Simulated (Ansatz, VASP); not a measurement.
Al in VASP and in Ansatz

File INCAR:

```
PREC     = Accurate       # precision mode
ENCUT    = 520            # plane-wave cutoff, eV
EDIFF    = 1E-7           # SCF threshold, eV
ISMEAR   = 0              # smearing method
SIGMA    = 0.027000000000000003 # smearing width, eV
LREAL    = False          # projectors in reciprocal space
LASPH    = True           # aspherical terms in the spheres
NELM     = 100            # most SCF steps
ALGO     = Normal         # electronic algorithm
ISIF     = 2              # what is computed and relaxed
LWAVE    = False          # write WAVECAR
LCHARG   = False          # write CHGCAR
GGA      = PE             # functional
NBANDS   = 8              # bands
```

Contents of KPOINTS:

```
Automatic mesh
0
Gamma
  11 11 11
```

File POSCAR:

```
Al
1.0
    0.0000000000      2.0248050000      2.0248050000
    2.0248050000      0.0000000000      2.0248050000
    2.0248050000      2.0248050000      0.0000000000
Al
1
Direct
    0.0000000000      0.0000000000      0.0000000000
```

The input input.yaml:

```yaml
crystal:
  lattice:
    - [0.0, 2.024805, 2.024805]
    - [2.024805, 0.0, 2.024805]
    - [2.024805, 2.024805, 0.0]
  atoms:
    - { symbol: Al, position: [0.0, 0.0, 0.0] }
hamiltonian:
  xc: pbe
  pseudopotentials: { kind: paw }
kpoints:
  mp_grid: { grid: [11, 11, 11] }
scf:
  occupations: { method: gaussian, width: 0.027 }
output:
  forces: true
  stress: true
  eigenvalues: true
```

Alike in both runs: task single point; functional PBE; k mesh 11 × 11 × 11; occupations gaussian, width 0.027 eV; no spin polarisation.

|  | VASP | Ansatz |
| --- | --- | --- |
| version | VASP 6.6.1 | Ansatz 0.2.0 |
| potentials or method | VASP PAW PBE potentials, release 64 (Al) | Ansatz PAW |
| plane-wave cutoff (eV) | 520 | 420 |
| valence electrons in the cell | 3 | 3 |

```csv
,VASP,Ansatz,Ansatz less VASP
gap on the k mesh at the Fermi level (eV),none,none,-
pressure (GPa),-0.5,-0.5,+0.04
```

A gap of «none» marks a metal or a gap that the smearing closes.
